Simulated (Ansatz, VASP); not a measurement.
# ZrB2: VASP beside Ansatz

File INCAR:

```
PREC = Accurate
ENCUT = 520
EDIFF = 1E-8
ISMEAR = -1
SIGMA = 0.05
LREAL = False
LASPH = True
NELM = 60
ALGO = Normal
ISIF = 2
LWAVE = False
LCHARG = False
GGA = CA
LEFG = True
NBANDS = 16
```

File KPOINTS:

```
regular mesh
0
Gamma
  13 13 10
```

POSCAR

```
ZrB2
1.0
    2.5140659900      0.0000000000      0.0000000000
   -1.2570329950      2.1772450141      0.0000000000
    0.0000000000      0.0000000000      2.8195322717
Zr B
1 2
Direct
    0.0000000000      0.0000000000      0.0000000000
    0.3333333333      0.6666666667      0.5000000000
    0.6666666667      0.3333333333      0.5000000000
```

Input for Ansatz:

```yaml
crystal:
  lattice:
    - [2.51406599, 0.0, 0.0]
    - [-1.257032995, 2.1772450141, 0.0]
    - [0.0, 0.0, 2.8195322717]
  atoms:
    - { symbol: Zr, position: [0.0, 0.0, 0.0] }
    - { symbol: B, position: [0.3333333333, 0.6666666667, 0.5] }
    - { symbol: B, position: [0.6666666667, 0.3333333333, 0.5] }
kpoints:
  mp_grid: { grid: [13, 13, 10] }
  band_path:
    path:
      - [0.0, 0.0, 0.0]
      - [0.5, 0.0, 0.0]
      - [0.3333333333, 0.3333333333, 0.0]
      - [0.0, 0.0, 0.0]
      - [0.0, 0.0, 0.5]
      - [0.5, 0.0, 0.5]
      - [0.3333333333, 0.3333333333, 0.5]
      - [0.0, 0.0, 0.5]
      - [0.5, 0.0, 0.5]
    npoints: 6
scf:
  occupations: { method: fermi_dirac, width: 0.05 }
hamiltonian:
  xc: lda
  pseudopotentials: { kind: paw }
output:
  forces: true
  stress: true
  eigenvalues: true
  efg: { contact_densities: true }
  populations: true
```

Change from the starting cell: volume scaled by 0.5, PAW files.

Alike in both runs: task electric field gradients; functional LDA; k mesh 13 × 13 × 10; occupations fermi-dirac, width 0.05 eV; no spin polarisation.

```csv
,VASP,Ansatz
version,VASP 6.6.1,Ansatz 0.2.0
potentials or method,"VASP PAW LDA potentials, release 64 (Zr_sv, B)","PAW with Ansatz's default frozen-core files, scalar-relativistic"
plane-wave cutoff (eV),520,420
valence electrons in the cell,18,18
```

|  | VASP | Ansatz | Ansatz less VASP |
| --- | --- | --- | --- |
| pressure (GPa) | 569.4 | 567.0 | -2.39 |
| largest component of the traceless stress (GPa) | 17.18 | 17.65 | +0.468 |
| Vzz of the field gradient on the site that differs most (V/Å²) | -127.8 | -114.3 | +13.45 |

Ansatz warned: «gradients_without_spin_orbit».

Caveats: the cell as given lies far from equilibrium; so large a pressure means that the cell lies far from this level's equilibrium, or that cutoff or potentials fall short (VASP).
